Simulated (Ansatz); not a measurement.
A 3-atom cell of BaF2 started from a crystallographic database (r2SCAN geometry), in Ansatz:

```cif
data_structure
_symmetry_space_group_name_H-M 'Fm-3m'
_symmetry_Int_Tables_number 225
_cell_length_a 6.1943
_cell_length_b 6.1943
_cell_length_c 6.1943
_cell_angle_alpha 90.000
_cell_angle_beta 90.000
_cell_angle_gamma 90.000
_cell_volume 237.67
loop_
_atom_site_label
_atom_site_type_symbol
_atom_site_symmetry_multiplicity
_atom_site_Wyckoff_symbol
_atom_site_fract_x
_atom_site_fract_y
_atom_site_fract_z
_atom_site_occupancy
Ba1 Ba 4 a 0.00000 0.00000 0.00000 1
F1 F 8 c 0.25000 0.75000 0.75000 1
```

G0W0@PBE with 223 empty bands, a screening cutoff of 140 eV and a 4×4×4 mesh (PAW, contour deformation) gives 9.518 eV over the mesh points, from a PBE gap of 6.842 eV; it sums over 235 bands with 229 plane waves in the screening and a wave cutoff of 420 eV. No extrapolation in bands, cutoff or mesh was made for G0W0. Calculated for a static, non-magnetic cell.

(1) Estimate the gap with frequency model Godby-Needs pole.

(2) Estimate the gap with mesh 6×6×6, empty bands 96, screening cutoff 80 eV.

Answers

(1) 9.502 eV (-0.016 eV), from a Kohn-Sham gap of 6.842 eV.

(2) 9.472 eV (-0.046 eV), from a Kohn-Sham gap of 6.864 eV.

Spin-orbit coupling is left out.
